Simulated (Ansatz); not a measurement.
The parent structure is CaF2 in the fluorite structure (space group Fm-3m, No. 225; a = 5.420 Å). Axes: x, y, z lie along the cube axes.

The values are results of PBEsol (Ansatz, a first-principles code), no SOC, earlier PAW set, not measurements.

Strains are applied to the cell and any free atomic positions relax; under biaxial strain the out-of-plane vector relaxes too.

One change was made to it. Results:

The pressure (mean of the normal stresses, compression positive) goes up by 1.89 GPa, from -0.01 GPa to 1.88 GPa; the energy goes up by 3.3 meV/atom.

Which of these changes matches the shifts?
(A) biaxial strain −1.45 %, plane normal [001], relaxed out of plane
(B) uniaxial strain ε_yy = −1.31 %
(C) tensor shear ε_xy = −0.92 %

A, biaxial strain −1.45 %, plane normal [001], relaxed out of plane. For comparison, the energy relative to the base in the other runs: uniaxial strain ε_yy = −1.31 % gives +1.2 meV/atom; tensor shear ε_xy = −0.92 % gives +0.5 meV/atom.

Whether these cells are dynamically stable was not tested.
